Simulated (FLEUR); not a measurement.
The system is Nb.

```xyz
1
Lattice="0.0000 2.1150 2.1150 2.1150 0.0000 2.1150 2.1150 2.1150 0.0000" Properties=species:S:1:pos:R:3 pbc="T T T"
Nb    0.0000    0.0000    0.0000
```

This isn't the form of Nb at room conditions, which is bcc.

| Property | Result |
| --- | --- |
| Program | FLEUR MaX-R8.1 (later development tree) |
| Task | single point |
| Functional | PBE |
| Potentials or basis | all-electron |
| Basis | FLAPW |
| Kmax | 3.8 1/bohr |
| k mesh | 11 × 11 × 11 |
| Occupations | fermi-dirac, width 0.05 eV |
| Spin | no spin polarisation |
| Gmax | 11.8 1/bohr |
| Muffin-tin radii | Nb 2.56 bohr |
| lmax | Nb 10 |
| Local orbitals a species | Nb 5 |
| Max iterations | 60 |
| Mixing factor | 0.05 |
| Mixer | Anderson |
| Mixer history | 15 |
| Density convergence | 1e-05 me/bohr^3 |

On this cell: band gap on the k mesh none (metal or under the smearing width).

The same run follows on a disturbed copy (cell strained at random at fixed volume):

```xyz
1
Lattice="-0.0410 2.1934 2.1088 2.0464 0.0498 2.0180 2.1263 2.1824 -0.0300" Properties=species:S:1:pos:R:3 pbc="T T T"
Nb   -0.0098    0.0653    0.0554
```

Q: What does the disturbed cell give?

A: The energy (extrapolated to zero smearing) moves by -19.2 meV/atom; band gap on the k mesh none (metal or under the smearing width).

The energy falls, though the first cell shows no forces: that form is unstable against this distortion, unless noise or another electronic state is at work.
